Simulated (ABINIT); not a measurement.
Set up this calculation in ABINIT 10.8.3 (patched build), as the native input.

```yaml
Task: band structure
Functional: PBE
Potentials_or_basis: JTH PAW PBE v2.0
Cutoff: 408 eV
k_mesh: 6 × 6 × 3
Occupations: fermi-dirac, width 0.05 eV
Spin: no spin polarisation
Fine-grid_cutoff: 816.342 eV
```

The system is TiTe2.

```
Te Ti
1.0
     3.77700    0.00000    0.00000
    -1.88850    3.27098    0.00000
     0.00000    0.00000    6.49800
Te Ti
2 1
Cartesian
  0.0000 2.1807 4.7903
  1.8885 1.0903 1.7077
  0.0000 0.0000 0.0000
```

The input as run:

run.abi

```
ndtset 2

pp_dirpath "./"
pseudos "Te.GGA_PBE-JTH.xml, Ti.GGA_PBE-JTH.xml"

acell 3*1.0
rprim
     7.1374955727     0.0000000000     0.0000000000
    -3.5687477864     6.1812524854     0.0000000000
     0.0000000000     0.0000000000    12.2794403578
ntypat 2
znucl 52 22
natom 3
typat 1 1 2
xred
     0.3333333333     0.6666666667     0.7372000000
     0.6666666667     0.3333333333     0.2628000000
     0.0000000000     0.0000000000     0.0000000000

ecut 15.0
pawecutdg 30.0
pawxcdev 0

ixc 11

occopt 3
tsmear 0.05 eV

nstep 100

iomode 3
prtwf 0
prteig 0
prtebands 0
enunit 1
prtden1 1
prtvha1 1
prtvclmb1 1
prtpot1 1

kptopt1 1
ngkpt1 6 6 3
nshiftk1 1
shiftk1 0.0 0.0 0.0
nband1 16
tolvrs1 1.0e-9

iscf2 -2
getden2 1
nband2 22
nbdbuf2 4
tolwfr2 1.0e-11
kptopt2 -7
ndivsm2 5
prteig2 1
prtvol2 -3
kptbounds2
     0.0000000000     0.0000000000     0.0000000000
     0.5000000000     0.0000000000     0.0000000000
     0.3333333333     0.3333333333     0.0000000000
     0.0000000000     0.0000000000     0.0000000000
     0.0000000000     0.0000000000     0.5000000000
     0.5000000000     0.0000000000     0.5000000000
     0.3333333333     0.3333333333     0.5000000000
     0.0000000000     0.0000000000     0.5000000000
```

Potentials or basis: JTH PAW PBE v2.0.

Command:

```sh
$ abinit run.abi > log 2>&1
```

It gave:

The pressure is 1.0 GPa. The largest force is 0.028 eV/Å, the band gap on the k mesh is none (metal or under the smearing width) and the valence electrons inside the program's atomic spheres are Te 3.15; Ti 10.09.

Caveat: spin-orbit coupling is left out, which moves the levels of the heavy elements; this functional lacks dispersion, which binds the layers, so the pressure and a relaxed spacing across them are unreliable.

It took 50 s on 1 thread of Arm Neoverse V2 (shared host), peak memory 0.15 GiB.
